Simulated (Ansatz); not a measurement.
Starting structure of a cell relaxation (symmetry kept):

```cif
data_structure
_symmetry_space_group_name_H-M 'P 1'
_symmetry_Int_Tables_number 1
_cell_length_a 3.3121
_cell_length_b 3.3121
_cell_length_c 4.1876
_cell_angle_alpha 90.000
_cell_angle_beta 90.000
_cell_angle_gamma 120.000
_cell_volume 39.78
loop_
_atom_site_label
_atom_site_type_symbol
_atom_site_fract_x
_atom_site_fract_y
_atom_site_fract_z
_atom_site_occupancy
Al1 Al 0.33333 0.66667 0.75000 1
Al2 Al 0.66667 0.33333 0.25000 1
N1 N 0.33333 0.66667 0.25000 1
N2 N 0.66667 0.33333 0.75000 1
```

Method: DFT PBE, scalar-relativistic, plane waves, PAW (Ansatz).

Plane waves to 420 eV, a k mesh through Γ of 9×9×6 on the computed 4-atom cell and Gaussian smearing (0.02 eV); no spin polarisation.

Q: What does it relax to?

A: The volume goes up by 0.01 Å³/atom to 9.96 Å³/atom, and the energy changes by under 0.1 meV/atom. Final structure:
```cif
data_structure
_symmetry_space_group_name_H-M 'P 1'
_symmetry_Int_Tables_number 1
_cell_length_a 3.3143
_cell_length_b 3.3143
_cell_length_c 4.1869
_cell_angle_alpha 90.000
_cell_angle_beta 90.000
_cell_angle_gamma 120.000
_cell_volume 39.83
loop_
_atom_site_label
_atom_site_type_symbol
_atom_site_fract_x
_atom_site_fract_y
_atom_site_fract_z
_atom_site_occupancy
Al1 Al 0.33333 0.66667 0.75000 1
Al2 Al 0.66667 0.33333 0.25000 1
N1 N 0.33333 0.66667 0.25000 1
N2 N 0.66667 0.33333 0.75000 1
```

This form isn't the usual stable structure of the compound.